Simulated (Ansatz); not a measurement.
# Barium, omega (AlB2-type) under RPBE: structure, energy and stiffness

The plan for barium in the omega (AlB2-type) structure: relax it, solve it on a dense k-mesh, then scale the cell to 7 volumes from 88 to 112 % of the relaxed one and try a fit of the equation of state. Spin polarisation is left out. The k-meshes are 5×5×7 for the relaxation; 7×7×10 for the dense run; 6×6×8 for the volumes.

Program: Ansatz 0.2.0. Level of theory: DFT RPBE, plane waves (420 eV) with PAW, scalar-relativistic; PBE-made PAW files. These are calculated values, not measurements.

## 1. The system as given

It takes space group P6/mmm (No. 191, hexagonal). The conventional cell has a = 7.069 Å, b = 7.069 Å, c = 4.333 Å, α = 90.00°, β = 90.00°, γ = 120.00°. Ba (site symmetry 6/mmm) is surrounded by 2 Ba at 4.33 Å. Ba (site symmetry -6m2) has 5 Ba at 4.08 to 4.33 Å as nearest neighbours.

As a file:

```cif
data_structure
_symmetry_space_group_name_H-M 'P 1'
_symmetry_Int_Tables_number 1
_cell_length_a 7.0687
_cell_length_b 7.0687
_cell_length_c 4.3331
_cell_angle_alpha 90.000
_cell_angle_beta 90.000
_cell_angle_gamma 120.000
_cell_volume 187.50
loop_
_atom_site_label
_atom_site_type_symbol
_atom_site_fract_x
_atom_site_fract_y
_atom_site_fract_z
_atom_site_occupancy
Ba1 Ba 0.00000 0.00000 0.00000 1
Ba2 Ba 0.33333 0.66667 0.50000 1
Ba3 Ba 0.66667 0.33333 0.50000 1
```

## 2. Relaxation of the cell

Contents of input.yaml:

```yaml
crystal:
  lattice:
    - [7.0686539647, 0.0, 0.0]
    - [-3.5343269823, 6.121633904, 0.0]
    - [0.0, 0.0, 4.3330848804]
  atoms:
    - { symbol: Ba, position: [0.0, 0.0, 0.0] }
    - { symbol: Ba, position: [0.3333333333, 0.6666666667, 0.5] }
    - { symbol: Ba, position: [0.6666666667, 0.3333333333, 0.5] }
hamiltonian:
  xc: rpbe
  pseudopotentials:
    kind: paw
    azcp:
      Ba: "pseudopotentials/Ba.paw.azcp"
basis:
  ecutwfc: 420
  fft_grid_basis: typed
kpoints:
  mp_grid: { grid: [5, 5, 7], shift: [0, 0, 0] }
magnetization:
  spin_polarized: false
scf:
  occupations: { method: fermi_dirac, width: 0.1 }
relax:
  max_steps: 60
  f_tol: 0.01
  cell: {}
```

The runs that follow: Single point on a dense mesh; Volume × 0.88; Volume × 0.92; Volume × 0.96; Volume × 1.0; Volume × 1.04; Volume × 1.08; Volume × 1.12.

What does the calculation give? Wanted: space group; conventional cell; volume; shortest distance; gap on the mesh; relative to bcc; V₀, B₀, B₀′.

As calculated:

```
                      quantity                                   value
space group (spins left aside)                        P6/mmm (No. 191)
             conventional cell  a = 7.404 Å, c = 4.399 Å (c/a = 0.594)
                        volume                          69.611 Å³/atom
             shortest distance                                 4.275 Å
               gap on the mesh            none (levels filled in part)
               relative to bcc                            +50 meV/atom
                   V₀, B₀, B₀′            69.262 Å³/atom, 7.5 GPa, 2.8
```

**Reading.** The relaxation enlarged the cell by 11.4 % in volume. It lies 50 meV/atom above the element's reference form at the same level (bcc, from a run of its own). Levels at the Fermi energy are filled in part, as in a metal. B₀ comes out at 7.5 GPa, a soft solid; letting shape and positions relax at each volume could only lower it. Relaxation kept the symmetry; phonons were not checked.
